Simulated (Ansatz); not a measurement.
# CdO: pressure against volume per atom

All results are calculated (Ansatz 0.2.0 development build). Equation of state of a cubic crystal from periodic Kohn-Sham density functional theory without spin; pressure corrected for the finite basis.

Cell of the first row (space group Fm-3m, No. 225):
```
cell vectors (Å)
   0.0000     2.3351     2.3351
   2.3351     0.0000     2.3351
   2.3351     2.3351     0.0000
atoms (fractions of the cell vectors)
Cd  0.00000  0.00000  0.00000
O   0.50000  0.50000  0.50000
```

Settings of every row: formula CdO; structure type rock salt; functional PBE; spin treatment none; k mesh 13x13x13; occupation method fermi-dirac; occupation width 0.061225619 eV; wave cutoff 700 eV; datasets hard PAW; density cutoff ratio 4.

Limits: modest k-mesh, values are not fully converged in k; the SCF threshold is loose for a stress in some rows.

| row | volume per atom (Å³) | pressure (GPa) | energy above lowest point (meV/atom) |
| --- | --- | --- | --- |
| 1 | 12.733 | 9.045 | 21.64 |
| 2 | 13.004 | 5.678 | 9.25 |
| 3 | 13.275 | 2.681 | 2.23 |
| 4 | 13.546 | ? | ? |
| 5 | 13.817 | -2.365 | 2.03 |
| 6 | 14.088 | -4.481 | 7.85 |
| 7 | 14.359 | -6.365 | 17.05 |

Question: what pressure should row 4 give?

Worked fit of pressure. Take u = (V_r/V)^(2/3) − 1 with V_r = 13.546 Å³ an atom, which is twice the finite (Eulerian) strain; such expansions in the strain, on which the Birch-Murnaghan equation of state is built, carry the rest volume and the bulk modulus. The shown rows have u = 0.04213, 0.0276, 0.01356, -0.01312, -0.02582, -0.03811. Least squares give pressure = 0.0124 + 188.719 × u + 584 × u² + 604 × u³ GPa; a parabola predicts inner rows, each left out in turn, worse (root mean square 0.013 against 0.0013 GPa). The rows lie off it by 0.000, -0.001, 0.001, -0.001, 0.000, 0.000. The pressure vanishes at u = -0.0001, or V = 13.55 Å³ an atom, and there the bulk modulus at fixed shape and fractions is B = −V dP/dV = (2/3)(1 + u) dP/du = 126 GPa. The withheld row has u = 0, so the fit gives 0.0124 + 188.719 × (0) + 584 × (0)² + 604 × (0)³ = 0.012 GPa.

The calculation gave 0.012 GPa. The fit meets it to the printed digit.

The other values of row 4: energy above lowest point 0 meV/atom.
